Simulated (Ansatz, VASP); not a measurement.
This is a calculation of C (Carbon) for Ansatz 0.2.0. 

Contents of input.yaml:

```yaml
crystal:
  lattice:
    - [2.5221, 0.0, 0.0]
    - [-1.26105, 2.1842026709, 0.0]
    - [0.0, 0.0, 8.2371]
  atoms:
    - { symbol: C, position: [0.6666666667, 0.3333333333, 0.84375] }
    - { symbol: C, position: [0.3333333333, 0.6666666667, 0.34375] }
    - { symbol: C, position: [0.6666666667, 0.3333333333, 0.65625] }
    - { symbol: C, position: [0.3333333333, 0.6666666667, 0.15625] }
    - { symbol: C, position: [0.0, 0.0, 0.90625] }
    - { symbol: C, position: [0.0, 0.0, 0.40625] }
    - { symbol: C, position: [0.0, 0.0, 0.59375] }
    - { symbol: C, position: [0.0, 0.0, 0.09375] }
hamiltonian:
  xc: pbe
  pseudopotentials: { kind: paw }
kpoints:
  mp_grid: { grid: [12, 12, 4] }
scf:
  occupations: { method: gaussian, width: 0.015 }
output:
  forces: true
  stress: true
  eigenvalues: true
  write_density: true
  write_potential: true
  elf: true
  volumetric_format: npy
```

Potentials or basis: Ansatz PAW.

The run is started by

```sh
$ ansatz run input.yaml --threads 4 --pin off --max-ram 11264MiB --backend cpu --events-out ev --progress --plain --runs-dir out
```

Task: Set up the same calculation for VASP 6.6.1. Potentials or basis there: PBE PAW files C, 520 eV.

Result: As run (cutoffs and basis follow the program's own potentials, and thresholds, step limits or extra output files can differ):

The input INCAR:

```
SYSTEM = C
PREC     = Accurate       ! precision mode
ENCUT    = 520            ! plane-wave cutoff, eV
EDIFF    = 1E-6           ! SCF threshold, eV
ISMEAR   = 0              ! smearing method
SIGMA    = 0.015          ! smearing width, eV
LREAL    = .False.        ! projectors in reciprocal space
LASPH    = .True.         ! aspherical terms in the spheres
NELM     = 100            ! most SCF steps
ALGO     = Normal         ! electronic algorithm
ISIF     = 2              ! what is computed and relaxed
LWAVE    = .False.        ! write WAVECAR
LCHARG   = .True.         ! write CHGCAR
GGA      = PE             ! functional
LELF     = .True.         ! ELF
LVHAR    = .True.
```

The input KPOINTS:

```
Automatic mesh
0
Gamma
  12 12 4
  0 0 0
```

Contents of POSCAR:

```
C
1.0
    2.5221000000      0.0000000000      0.0000000000
   -1.2610500000      2.1842026709      0.0000000000
    0.0000000000      0.0000000000      8.2371000000
C
8
Direct
    0.6666666667      0.3333333333      0.8437500000
    0.3333333333      0.6666666667      0.3437500000
    0.6666666667      0.3333333333      0.6562500000
    0.3333333333      0.6666666667      0.1562500000
    0.0000000000      0.0000000000      0.9062500000
    0.0000000000      0.0000000000      0.4062500000
    0.0000000000      0.0000000000      0.5937500000
    0.0000000000      0.0000000000      0.0937500000
```

Potentials or basis: VASP PAW PBE potentials, release 64 (C).

Run with:

```sh
$ cat potpaw_PBE.64/C/POTCAR > POTCAR
$ mpirun -np 1 vasp_std > vasp.out
```

Both were run:

|  | Ansatz | VASP |
| --- | --- | --- |
| Pressure | 2.3 GPa | 2.9 GPa |
| Largest force | 0.329 eV/Å | 0.329 eV/Å |

Ansatz's pressure holds a Pulay term of +1.04 GPa for its cutoff of 420 eV, which the other run lacks.

Where Ansatz's input types no cutoff or centring, it takes its own default and a Γ-centred mesh.

Pressure is positive in compression.
